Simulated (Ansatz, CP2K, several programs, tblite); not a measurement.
Energy against volume for rocksalt BaTe, at fixed shape and fractional coordinates, computed by several methods (PBE and r2SCAN, where shown, with plane waves in Ansatz); the cell shown is that of r2SCAN. The symmetry is Fm-3m (No. 225, cubic); a = 7.065 Å in the conventional setting, 44.08 Å³ an atom. Ba is surrounded by 6 Te at 3.53 Å; Te is surrounded by 6 Ba at 3.53 Å. Spin-unpolarised throughout; all numbers are computed. Energies count from each curve's lowest point; fits are third-order Birch-Murnaghan.

```cif
data_structure
_symmetry_space_group_name_H-M 'Fm-3m'
_symmetry_Int_Tables_number 225
_cell_length_a 7.0648
_cell_length_b 7.0648
_cell_length_c 7.0648
_cell_angle_alpha 90.000
_cell_angle_beta 90.000
_cell_angle_gamma 90.000
_cell_volume 352.61
loop_
_atom_site_label
_atom_site_type_symbol
_atom_site_symmetry_multiplicity
_atom_site_Wyckoff_symbol
_atom_site_fract_x
_atom_site_fract_y
_atom_site_fract_z
_atom_site_occupancy
Ba1 Ba 4 a 0.00000 0.00000 0.00000 1
Te1 Te 4 b 0.50000 0.00000 0.00000 1
```

light PBE (260 eV and a coarse mesh), on the shape of the cell shown:
```tsv
V (Å³/atom)	E (meV/atom)
40.550	88.20
42.313	77.63
44.076	25.69
45.839	63.98
47.602	0.00
49.365	4.93
```
The points scatter about the fit by more than 0.3 meV an atom, since at so low a cutoff the number of plane waves jumps with the volume, so no fit is quoted.

r2SCAN, on the shape of its own relaxed cell:
```tsv
V (Å³/atom)	E (meV/atom)
41.432	16.57
42.754	3.83
44.076	0.00
45.399	3.75
46.721	13.96
```
V₀ = 44.05 Å³ an atom and B₀ = 31 GPa.

GFN2-xTB (tblite), on the shape of the cell shown, as a cluster of 64 atoms at the zone centre:
```csv
V (Å³/atom),E (meV/atom)
38.787,50.37
41.432,38.49
44.076,0.00
46.721,12.24
49.365,31.86
```
This method closes the gap of a crystal that DFT finds insulating, so its curve rests on a wrong state.
The points scatter about the fit by more than 0.3 meV an atom, so no fit is quoted.

Problem. PBE, on the shape of its own relaxed cell, gives
```
V (Å³/atom)  E (meV/atom)
     41.432         15.82
     42.754          3.74
     44.076          0.00
     45.399          3.36
     46.721         12.77
```
What equilibrium volume and bulk modulus follow?

Solution. V₀ = 44.08 Å³ an atom and B₀ = 29 GPa.

PBE/DZVP (CP2K), on the shape of the cell shown:

| V (Å³/atom) | E (meV/atom) |
| --- | --- |
| 38.787 | 106.46 |
| 41.432 | 30.79 |
| 44.076 | 0.00 |
| 46.721 | 1.60 |
| 49.365 | 26.63 |

V₀ = 45.21 Å³ an atom and B₀ = 29 GPa.

No spin-orbit coupling is included; it can move band edges with weight on the heavy atoms by tenths of an eV.
